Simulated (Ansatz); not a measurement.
# C: a trial structure relaxed, part 1 of 2

Aim: relax a trial structure of C and see where it ends.

Method: DFT PBE, scalar-relativistic, plane waves, PAW, in Ansatz 0.2.0.

**1. The structure to begin with**

Symmetry: R-3m, No. 166, trigonal system. Conventional cell: a = 2.480 Å, b = 2.480 Å, c = 18.278 Å, α = 90.00°, β = 90.00°, γ = 120.00°. C (site symmetry 3m) has 4 C at 1.52 Å as nearest neighbours.

As a file:

```cif
data_structure
_symmetry_space_group_name_H-M 'P 1'
_symmetry_Int_Tables_number 1
_cell_length_a 6.2584
_cell_length_b 6.2584
_cell_length_c 6.2584
_cell_angle_alpha 22.852
_cell_angle_beta 22.852
_cell_angle_gamma 22.852
_cell_volume 32.44
loop_
_atom_site_label
_atom_site_type_symbol
_atom_site_fract_x
_atom_site_fract_y
_atom_site_fract_z
_atom_site_occupancy
C1 C 0.23606 0.23606 0.23606 1
C2 C 0.45836 0.45836 0.45836 1
C3 C 0.68071 0.68071 0.68071 1
C4 C 0.31929 0.31929 0.31929 1
C5 C 0.76394 0.76394 0.76394 1
C6 C 0.54164 0.54164 0.54164 1
```

Recipe of the guess: 4-connected net of one element (R-3m, No. 166). The dimensions are guesses.

**2. A first look at the guess**

File input.yaml:

```yaml
crystal:
  lattice:
    - [1.23979318, 0.71579493, 6.09251047]
    - [-1.23979318, 0.71579493, 6.09251047]
    - [0.0, -1.43158985, 6.09251047]
  atoms:
    - { symbol: C, position: [0.23606443, 0.23606443, 0.23606443] }
    - { symbol: C, position: [0.4583627, 0.4583627, 0.4583627] }
    - { symbol: C, position: [0.68070671, 0.68070671, 0.68070671] }
    - { symbol: C, position: [0.31929329, 0.31929329, 0.31929329] }
    - { symbol: C, position: [0.76393557, 0.76393557, 0.76393557] }
    - { symbol: C, position: [0.5416373, 0.5416373, 0.5416373] }
basis:
  ecutwfc: 420
kpoints:
  mp_grid: { grid: [12, 12, 12] }
hamiltonian:
  xc: pbe
scf:
  occupations: { method: gaussian, width: 0.1 }
  lower_state_search: "off"
output:
  forces: true
  stress: true
  eigenvalues: true
```

Started as:

```bash
$ ansatz run input.yaml --threads 1 --pin off --max-ram 2560MiB --backend cpu --events-out ev --progress --plain --runs-dir out
```

What it wrote, cut to the lines that bear on the results:

```text
[...]
SCF converged after 6 iterations
Free energy (F): -1504.610055 eV
[...]
E sigma→0 (E₀):  -1504.610055 eV
Fermi energy:    16.665520 eV
[...]
--- Forces (eV/Å), atoms counted from 1 ---
  atom   1  C     -0.00000000    -0.00000000    -0.27848873
  atom   2  C     -0.00000000     0.00000000     0.38419651
  atom   3  C      0.00000000    -0.00000000    -0.17711914
  atom   4  C     -0.00000000     0.00000000     0.17711914
  atom   5  C      0.00000000     0.00000000     0.27848873
  atom   6  C      0.00000000    -0.00000000    -0.38419651
[...]
--- Stress (GPa, compression-positive) ---
       20.861931       0.000000       0.000000
        0.000000      20.861931       0.000000
        0.000000       0.000000      35.270943
  P = ⅓ Tr σ = 25.6649 GPa (256.649 kbar)
--- Band table (eV; the first three rows and the last of 189) ---
  k-point 0: bands = ["-7.9531", "-4.8550", "-4.8161", "4.4685", "4.4987", "11.6880", "11.6880", "11.8164", "11.8164", "14.0509", "14.4151", "14.4151", "19.5535", "19.5535", "20.2358", "22.5287", "22.5287"]
[...]
```

Run time: 15 s. Hardware: 1 thread of Intel Xeon at 2.50GHz (Skylake/Cascade Lake), shared host; peak memory 0.37 GiB.

The probe gives pressure 25.7 GPa, largest force 0.38 eV/Å, gap on this mesh 4.50 eV. A cheap, loose relaxation comes first.

**3. A loose first relaxation**

Edit input.yaml of step 2 so:

```diff
@@ -25 +25,6 @@
   eigenvalues: true
+relax:
+  adjacent_minimum: "off"
+  f_tol: 0.04
+  max_steps: 70
+  cell: { stress_tol: 0.4 }
```

Started as:

```bash
$ ansatz run input.yaml --threads 1 --pin off --max-ram 2560MiB --backend cpu --events-out ev --progress --plain --runs-dir out
```

What it wrote:

```text
Warning: RAYON_NUM_THREADS=1 ignored (pool sized by the plan → 1); use --threads N
basis.fft_grid_basis auto: the FFT boxes are laid along the combinations [[1, 0, -1], [0, 1, -1], [0, 0, 1]] of the cell's own vectors, 2.480, 2.480 and 6.258 Å long. The dense box has 18×18×45 points. Along the cell's own vectors, as sized, it would have 45×45×45, 6.25 times as many. Of the 12 symmetry operations that the crystal satisfies within crystal.symmetry.tolerance (time reversal apart; of a slab, those that keep its plane) the dense box along the cell's own vectors carries 12, and the one as laid loses 8 of those. basis.fft_grid_basis: typed keeps the cell's own vectors: state it where this run's energies or levels are differenced outside the engine with another run's, or held beside a run that keeps those vectors.
Engine: ansatz 0.2.0, x86_64-unknown-linux-gnu
Pseudopotentials: kind: paw
Pseudopotential: C, paw, valence charge 4, recommended cutoff 420 eV (normal), C.paw.azcp
Functional definition: PBE
  parameter kappa = 0.804
  parameter beta = 0.06672455060314922
  exchange = pbe_x(kappa = kappa, mu = beta*pi^2/3)
  correlation = pbe_c(beta = beta)
Crystal: 6 atoms, lattice volume = 32.440 Å³
Basis set: ecut = 420 eV, 609 PW (Γ), FFT grids on a1−a3, a2−a3, a3, exchange–correlation on 36×36×90 points (8 copies of the dense FFT grid, shifted against one another)
Bands: 18, of which v1, the nominal top of the filled ones, is band 12 counted from 1 (11 counted from 0)
Symmetry: 12 space group operations
Space group: R-3m (ITA 166), of the structure as read, at distance tolerance 3.2e-5 Å
k-points: 189 of 1728
Non-local potential: C, projectors of the file, l = 0: 2, l = 1: 2, l = 2: 1
PAW form: soft (Blöchl's): semilocal exchange-correlation on the pseudo side does not see the compensation charge
PAW one-centre angular grid: C, 110 points (default); XC on 64 Gauss nodes
Initial density: superposition of atomic densities (neutral atoms: chi_scale 0, normalization atom), corrected by the library's trained network
Initial wavefunctions: pseudopotential atomic-orbital guess
Functional: x = pbe(κ = 0.804, μ = 0.2195149727645171), c = pbe(β = 0.06672455060314922)
SCF iter   1: F=—  HF=-1504.611276 eV  |F-HF|=—  |Δ(HF+E_count)|=         —  Δρ=5.00e-3  dr2=4.53e-3  ethr=1.77e-3  ⟨swp⟩=5.4  Hψ=17671  notcnv=0
preconditioner: auto → none  [insulator: Δε(μ)=4.498 eV  Ē_g=17.540 eV  σ=0.100 eV  W_gap=1.00  n_scr=4 (ndim 8)  ℏωp=31.9 eV  f_vac=0.000  D(μ)=0.00/eV (n_scr^D=0)  ε∞_Penn≈4.3]
SCF iter   2: F=—  HF=-1504.610026 eV  |F-HF|=—  |Δ(HF+E_count)|=   1.25e-3  Δρ=2.13e-3  dr2=6.39e-4  ethr=1.89e-5  ⟨swp⟩=2.3  Hψ=6962  notcnv=0
SCF iter   3: F=—  HF=-1504.610055 eV  |F-HF|=—  |Δ(HF+E_count)|=   2.92e-5  Δρ=3.84e-4  dr2=2.73e-5  ethr=2.66e-6  ⟨swp⟩=2.5  Hψ=5129  notcnv=0
SCF iter   4: F=—  HF=-1504.610053 eV  |F-HF|=—  |Δ(HF+E_count)|=   1.40e-6  Δρ=1.24e-4  dr2=1.22e-6  ethr=1.14e-7  ⟨swp⟩=2.3  Hψ=4681  notcnv=0
iter 5 did not close the SCF: its close was put off for the readings that it lacked (scf_convergence_deferred on its scf_iter line)
SCF iter   5: F=-1504.610055 eV  HF=-1504.610055 eV  |F-HF|=8.82e-9  |Δ(HF+E_count)|=   1.40e-6  Δρ=7.81e-6  dr2=7.36e-9  ethr=5.07e-9  ⟨swp⟩=2.7  Hψ=5375  notcnv=0
SCF iter   6: F=-1504.610055 eV  HF=-1504.610055 eV  |F-HF|=1.69e-10  |Δ(HF+E_count)|=   9.68e-9  Δρ=1.04e-6  dr2=1.46e-10  ethr=3.07e-11  ⟨swp⟩=5.4  Hψ=12995  notcnv=0
SCF 1 converged in 6 iterations: F = -1504.610055 eV  dr2 = 1.46e-10
relax step   1: F+E_penalty+E_count = -1504.61005482 eV  Δ(F+E_penalty+E_count) = +0.000e0 eV  max|allowed force component| = 3.842e-1 eV/Å  Δτ_max = 0.0000 Å  P = +25.665 GPa  Ω = 32.440 Å³  (6 SCF iters, dr2 threshold 1.00e-7 eV, accepted)
Crystal: 6 atoms, lattice volume = 33.475 Å³
Basis set: ecut = 420 eV, 633 PW (Γ), FFT grids on a1−a3, a2−a3, a3, exchange–correlation on 36×36×90 points (8 copies of the dense FFT grid, shifted against one another)
Initial density: handed on by an earlier stage of this run
Initial wavefunctions: those handed on with the density
iter 1 solved again at ethr=9.30e-5 eV; its pass at ethr=3.10e-3 eV (dr2=2.23e-2 eV) is discarded
SCF iter   1: F=—  HF=-1504.733655 eV  |F-HF|=—  |Δ(HF+E_count)|=         —  Δρ=8.96e-3  dr2=2.22e-2  ethr=9.30e-5  ⟨swp⟩=1.0  Hψ=23921  notcnv=0
preconditioner: auto → none  [insulator: Δε(μ)=4.449 eV  Ē_g=17.174 eV  σ=0.100 eV  W_gap=1.00  n_scr=4 (ndim 8)  ℏωp=31.4 eV  f_vac=0.000  D(μ)=0.00/eV (n_scr^D=0)  ε∞_Penn≈4.4]
SCF iter   2: F=—  HF=-1504.727650 eV  |F-HF|=—  |Δ(HF+E_count)|=   6.01e-3  Δρ=3.49e-3  dr2=3.40e-3  ethr=9.24e-5  ⟨swp⟩=2.0  Hψ=4986  notcnv=0
SCF iter   3: F=—  HF=-1504.726924 eV  |F-HF|=—  |Δ(HF+E_count)|=   7.25e-4  Δρ=3.69e-4  dr2=4.42e-5  ethr=1.42e-5  ⟨swp⟩=2.3  Hψ=5720  notcnv=0
SCF iter   4: F=—  HF=-1504.726923 eV  |F-HF|=—  |Δ(HF+E_count)|=   1.16e-6  Δρ=1.49e-4  dr2=2.80e-6  ethr=1.84e-7  ⟨swp⟩=2.3  Hψ=4831  notcnv=0
iter 5 did not close the SCF: its close was put off for the readings that it lacked (scf_convergence_deferred on its scf_iter line)
SCF iter   5: F=-1504.726927 eV  HF=-1504.726927 eV  |F-HF|=4.70e-8  |Δ(HF+E_count)|=   3.96e-6  Δρ=1.40e-5  dr2=2.62e-8  ethr=1.17e-8  ⟨swp⟩=2.2  Hψ=5383  notcnv=0
SCF iter   6: F=-1504.726927 eV  HF=-1504.726927 eV  |F-HF|=5.38e-10  |Δ(HF+E_count)|=   5.38e-8  Δρ=1.65e-6  dr2=3.27e-10  ethr=1.09e-10  ⟨swp⟩=1.8  Hψ=10489  notcnv=0
SCF 2 converged in 6 iterations: F = -1504.726927 eV  dr2 = 3.27e-10
relax step   2: F+E_penalty+E_count = -1504.72692726 eV  Δ(F+E_penalty+E_count) = -1.169e-1 eV  max|allowed force component| = 3.412e-1 eV/Å  Δτ_max = 0.0074 Å  P = +9.472 GPa  Ω = 33.475 Å³  energy of the carried Pulay correction = -6.661e-3 eV  (6 SCF iters, dr2 threshold 6.00e-7 eV, accepted)
Crystal: 6 atoms, lattice volume = 34.202 Å³
Basis set: ecut = 420 eV, 675 PW (Γ), FFT grids on a1−a3, a2−a3, a3, exchange–correlation on 36×36×90 points (8 copies of the dense FFT grid, shifted against one another)
iter 1 solved again at ethr=4.17e-5 eV; its pass at ethr=3.10e-3 eV (dr2=1.00e-2 eV) is discarded
SCF iter   1: F=—  HF=-1504.747458 eV  |F-HF|=—  |Δ(HF+E_count)|=         —  Δρ=5.62e-3  dr2=9.20e-3  ethr=4.17e-5  ⟨swp⟩=1.1  Hψ=21601  notcnv=0
preconditioner: auto → none  [insulator: Δε(μ)=4.435 eV  Ē_g=16.930 eV  σ=0.100 eV  W_gap=1.00  n_scr=4 (ndim 8)  ℏωp=31.1 eV  f_vac=0.000  D(μ)=0.00/eV (n_scr^D=0)  ε∞_Penn≈4.4]
SCF iter   2: F=—  HF=-1504.744910 eV  |F-HF|=—  |Δ(HF+E_count)|=   2.55e-3  Δρ=2.21e-3  dr2=1.44e-3  ethr=3.83e-5  ⟨swp⟩=2.0  Hψ=4942  notcnv=0
SCF iter   3: F=—  HF=-1504.744598 eV  |F-HF|=—  |Δ(HF+E_count)|=   3.12e-4  Δρ=2.29e-4  dr2=1.89e-5  ethr=6.01e-6  ⟨swp⟩=2.3  Hψ=5723  notcnv=0
SCF iter   4: F=—  HF=-1504.744595 eV  |F-HF|=—  |Δ(HF+E_count)|=   3.27e-6  Δρ=9.41e-5  dr2=1.17e-6  ethr=7.89e-8  ⟨swp⟩=2.3  Hψ=4795  notcnv=0
iter 5 did not close the SCF: its close was put off for the readings that it lacked (scf_convergence_deferred on its scf_iter line)
SCF iter   5: F=-1504.744597 eV  HF=-1504.744597 eV  |F-HF|=2.61e-8  |Δ(HF+E_count)|=   1.67e-6  Δρ=1.01e-5  dr2=1.68e-8  ethr=4.87e-9  ⟨swp⟩=2.1  Hψ=5310  notcnv=0
SCF iter   6: F=-1504.744597 eV  HF=-1504.744597 eV  |F-HF|=2.74e-10  |Δ(HF+E_count)|=   3.01e-8  Δρ=1.08e-6  dr2=1.60e-10  ethr=6.99e-11  ⟨swp⟩=1.4  Hψ=10151  notcnv=0
SCF 3 converged in 6 iterations: F = -1504.744597 eV  dr2 = 1.60e-10
relax step   3: F+E_penalty+E_count = -1504.74459662 eV  Δ(F+E_penalty+E_count) = -1.767e-2 eV  max|allowed force component| = 2.992e-2 eV/Å  Δτ_max = 0.0051 Å  P = -0.423 GPa  Ω = 34.202 Å³  energy of the carried Pulay correction = -1.122e-2 eV  (6 SCF iters, dr2 threshold 6.00e-7 eV, accepted)
[... 12 lines left out ...]
relax step   4: F+E_penalty+E_count = -1504.74580203 eV  Δ(F+E_penalty+E_count) = -1.205e-3 eV  max|allowed force component| = 6.581e-2 eV/Å  Δτ_max = 0.0015 Å  P = -0.020 GPa  Ω = 34.172 Å³  energy of the carried Pulay correction = -1.103e-2 eV  (6 SCF iters, dr2 threshold 6.00e-7 eV, accepted)
[... 13 lines left out ...]
relax step   5: F+E_penalty+E_count = -1504.74600003 eV  Δ(F+E_penalty+E_count) = -1.980e-4 eV  max|allowed force component| = 2.907e-3 eV/Å  Δτ_max = 0.0010 Å  P = -0.011 GPa  Ω = 34.170 Å³  energy of the carried Pulay correction = -1.101e-2 eV  (6 SCF iters, dr2 threshold 6.00e-7 eV, accepted)
[... 12 lines left out ...]
relax step   6: F+E_penalty+E_count = -1504.76056478 eV  Δ(F+E_penalty+E_count) = -1.456e-2 eV  max|allowed force component| = 5.249e-3 eV/Å  Δτ_max = 0.0000 Å  P = +0.632 GPa  Ω = 34.170 Å³  stress off target by 7.73e-1 GPa  SCF on the basis re-selected at this cell (its energy is not comparable with the rows above)  (6 SCF iters)
[... 14 lines left out ...]
relax step   7: F+E_penalty+E_count = -1504.76034953 eV  Δ(F+E_penalty+E_count) = +2.153e-4 eV  max|allowed force component| = 5.185e-4 eV/Å  Δτ_max = 0.0001 Å  P = +0.015 GPa  Ω = 34.218 Å³  energy of the carried Pulay correction = -3.158e-4 eV  (6 SCF iters, dr2 threshold 6.00e-7 eV, accepted)
iter 1 solved again at ethr=7.15e-9 eV; its pass at ethr=3.10e-3 eV (dr2=1.71e-6 eV) is discarded
SCF iter   1: F=—  HF=-1504.760676 eV  |F-HF|=—  |Δ(HF+E_count)|=         —  Δρ=1.24e-5  dr2=7.28e-9  ethr=7.15e-9  ⟨swp⟩=3.7  Hψ=27493  notcnv=0
preconditioner: auto → none  [insulator: Δε(μ)=4.491 eV  Ē_g=16.927 eV  σ=0.100 eV  W_gap=1.00  n_scr=4 (ndim 8)  ℏωp=31.1 eV  f_vac=0.000  D(μ)=0.00/eV (n_scr^D=0)  ε∞_Penn≈4.4]
iter 2 did not close the SCF: its close was put off for the readings that it lacked (scf_convergence_deferred on its scf_iter line)
SCF iter   2: F=-1504.760670 eV  HF=-1504.760670 eV  |F-HF|=3.82e-9  |Δ(HF+E_count)|=   6.41e-6  Δρ=6.36e-6  dr2=1.86e-9  ethr=3.04e-11  ⟨swp⟩=2.2  Hψ=5717  notcnv=0
iter 3 did not close the SCF: its close was put off for the readings that it lacked (scf_convergence_deferred on its scf_iter line)
SCF iter   3: F=-1504.760670 eV  HF=-1504.760670 eV  |F-HF|=4.59e-11  |Δ(HF+E_count)|=   3.97e-9  Δρ=5.68e-7  dr2=5.54e-11  ethr=7.76e-12  ⟨swp⟩=2.0  Hψ=5633  notcnv=0
iter 4 did not close the SCF: its close was put off for the readings that it lacked (scf_convergence_deferred on its scf_iter line)
SCF iter   4: F=-1504.760670 eV  HF=-1504.760670 eV  |F-HF|=1.27e-11  |Δ(HF+E_count)|=  5.07e-11  Δρ=2.16e-7  dr2=4.86e-12  ethr=1.00e-12  ⟨swp⟩=1.0  Hψ=3415  notcnv=0
iter 5 did not close the SCF: its close was put off for the readings that it lacked (scf_convergence_deferred on its scf_iter line)
SCF iter   5: F=-1504.760670 eV  HF=-1504.760670 eV  |F-HF|=1.36e-12  |Δ(HF+E_count)|=  1.32e-11  Δρ=5.58e-8  dr2=2.06e-12  ethr=1.00e-12  ⟨swp⟩=1.0  Hψ=3402  notcnv=0
SCF iter   6: F=-1504.760670 eV  HF=-1504.760670 eV  |F-HF|=0.00e0  |Δ(HF+E_count)|=    0.00e0  Δρ=1.64e-8  dr2=3.37e-14  ethr=1.00e-12  ⟨swp⟩=1.8  Hψ=8174  notcnv=0
SCF 8 converged in 6 iterations: F = -1504.760670 eV  dr2 = 3.37e-14
relax step   8: F+E_penalty+E_count = -1504.76066995 eV  Δ(F+E_penalty+E_count) = -3.204e-4 eV  max|allowed force component| = 6.096e-4 eV/Å  Δτ_max = 0.0000 Å  P = +0.022 GPa  Ω = 34.218 Å³  stress off target by 2.45e-2 GPa  SCF on the basis re-selected at this cell (its energy is not comparable with the rows above)  (6 SCF iters)
basis re-selected at this cell: Δ(F+E_penalty+E_count) = -3.204e-4 eV, ΔP = +0.007 GPa vs the last step (what re-selecting the basis moved, of the pressure what is left beyond the Pulay correction that the steps carried, after the strain that the cell walked since its last selection, with what the two solves' SCF thresholds leave and, on support functions, any second-order correction that the steps lacked; it is no measure of the basis error at this ecutwfc). This SCF's stress stands 2.45e-2 GPa from its target on what of the cell is left free (relax.cell.stress_tol is 4.00e-1 GPa) and its largest allowed force component is 6.10e-4 eV/Å (relax.f_tol is 4.00e-2 eV/Å): within both
SCF converged after 6 iterations
Free energy (F): -1504.760670 eV
Harris-Foulkes:  -1504.760670 eV  (|F-HF|=0.00e0)
Internal energy: -1504.760670 eV  (E = F + TS)
E sigma→0 (E₀):  -1504.760670 eV
Fermi energy:    15.643956 eV
--- Per-component energies (eV) ---
  E_band       = 102.530155
  E_kinetic    = 552.497827
  E_local      = -370.308515  (includes V_loc(G=0)·N_el)
  E_nonlocal   = 159.836571
  E_hartree    = 81.444101
  E_xc         = -292.049207
  E_vxc        = -362.552501  (∫ρ·V_xc dr)
  E_paw        = -595.214451  (= ΣΔE_a)
  E_vpaw       = -39.831485  (= ΣTr[D̂ρ^β])
  E_aug_tail   = 0.000054  (compensation charges beyond the density's cutoff)
  E_ewald      = -1040.967050
  E_smearing   = -0.000000  (= −TS)
  E_closure    = -0.000000  (closes the sum)
  Σ components = -1504.760670   (vs F -1504.760670, Δ=0.00e0)
--- Forces (eV/Å), atoms counted from 1 ---
  atom   1  C      0.00000000    -0.00000000    -0.00054977
  atom   2  C      0.00000000    -0.00000000    -0.00060957
  atom   3  C      0.00000000     0.00000000     0.00046791
  atom   4  C     -0.00000000    -0.00000000    -0.00046791
  atom   5  C      0.00000000     0.00000000     0.00054977
  atom   6  C      0.00000000     0.00000000     0.00060957
  max |Σ_I F_I| component: 9.25e-18 eV/Å
--- Stress (GPa, compression-positive) ---
        0.020574       0.000000       0.000000
        0.000000       0.020574       0.000000
        0.000000       0.000000       0.024501
  P = ⅓ Tr σ = 0.0219 GPa (0.219 kbar)
--- Band table (eV; the first three rows and the last of 189) ---
  k-point 0: bands = ["-8.2052", "-5.2789", "-5.2224", "3.7513", "3.8244", "10.9463", "10.9463", "10.9921", "10.9921", "13.0931", "13.4000", "13.4000", "18.5795", "18.5795", "18.8239", "21.2840", "21.3815", "21.3815"]
  k-point 1: bands = ["-8.0315", "-5.2440", "-4.9227", "3.6223", "4.2080", "9.9257", "10.3901", "10.5228", "10.7364", "12.5852", "12.8577", "13.1028", "18.7428", "19.0073", "19.1403", "21.0637", "21.8218", "21.9177"]
  k-point 2: bands = ["-7.5123", "-4.8983", "-4.2700", "3.7157", "4.8198", "7.8354", "8.7012", "9.6978", "9.9948", "10.7577", "12.1859", "12.4012", "18.8190", "19.6501", "19.9754", "20.4786", "22.4923", "23.0938"]
  k-point 188: bands = ["-7.4919", "-7.4145", "-2.5952", "-0.1165", "9.3583", "9.3787", "10.4252", "10.4252", "12.3105", "12.3105", "12.4210", "12.4210", "19.6150", "19.6150", "20.0246", "20.0246", "20.3823", "20.6263"]
--- Relaxed structure (6 steps of the walk, 6 accepted, 2 SCFs on fresh bases) ---
  F+E_penalty+E_count = -1504.76066995 eV   max|allowed force component| = 6.096e-4 eV/Å   (the final SCF, on the basis selected at the relaxed cell)
  cell:  # Å, volume = 34.2177 Å³
    - [1.2579126311393791, 0.7262561979130505, 6.242506806306328]
    - [-1.2579126311393791, 0.7262561979130505, 6.242506806306328]
    - [1.7391049190629e-34, -1.452512390703003, 6.242506806902353]
  atoms:
    - { symbol: C, position: [0.23566376836665526, 0.23566376836665526, 0.23566376836665526] }
    - { symbol: C, position: [0.45877960862947537, 0.45877960862947537, 0.4587796086294753] }
    - { symbol: C, position: [0.6806402137209429, 0.6806402137209429, 0.6806402137209429] }
    - { symbol: C, position: [0.31935978627905703, 0.31935978627905703, 0.31935978627905703] }
    - { symbol: C, position: [0.7643362316333447, 0.7643362316333447, 0.7643362316333447] }
    - { symbol: C, position: [0.5412203913705246, 0.5412203913705246, 0.5412203913705246] }
```

Wall time 2.1 min (1 thread of Intel Xeon at 2.50GHz (Skylake/Cascade Lake), shared host); peak memory 0.4 GiB.

Relaxation path:

| step | energy from step 1 (eV/cell) | largest force component (eV/Å) | pressure (GPa) | volume (Å³) |
| --- | --- | --- | --- | --- |
| 1 | 0.0000 | 0.3842 | 25.66 | 32.44 |
| 2 | -0.1169 | 0.3412 | 9.47 | 33.48 |
| 3 | -0.1345 | 0.0299 | -0.42 | 34.20 |
| 4 | -0.1357 | 0.0658 | -0.02 | 34.17 |
| 5 | -0.1359 | 0.0029 | -0.01 | 34.17 |
| 6 | -0.1505 | 0.0052 | 0.63 | 34.17 |
| 7 | -0.1503 | 0.0005 | 0.01 | 34.22 |
| 8 | -0.1506 | 0.0006 | 0.02 | 34.22 |

Step 1 is the start. Steps 6, 8 each repeat the geometry before them on a plane-wave basis chosen anew, so the energy can jump there without any move.

Lengths and angles in the start's conventional setting:

|  | before | after | change |
| --- | --- | --- | --- |
| a (Å) | 2.480 | 2.516 | +1.5 % |
| b (Å) | 2.480 | 2.516 | +1.5 % |
| c (Å) | 18.278 | 18.728 | +2.5 % |
| volume (Å³/atom) | 5.41 | 5.70 | +5.5 % |
| shortest distance (Å) | 1.519 | 1.543 | +1.6 % |
| space group (0.01 Å) | R-3m | R-3m | same |

The run keeps the 12 symmetry operations of the start, so it could not have lowered the symmetry.

(Continued in part 2 of 2.)
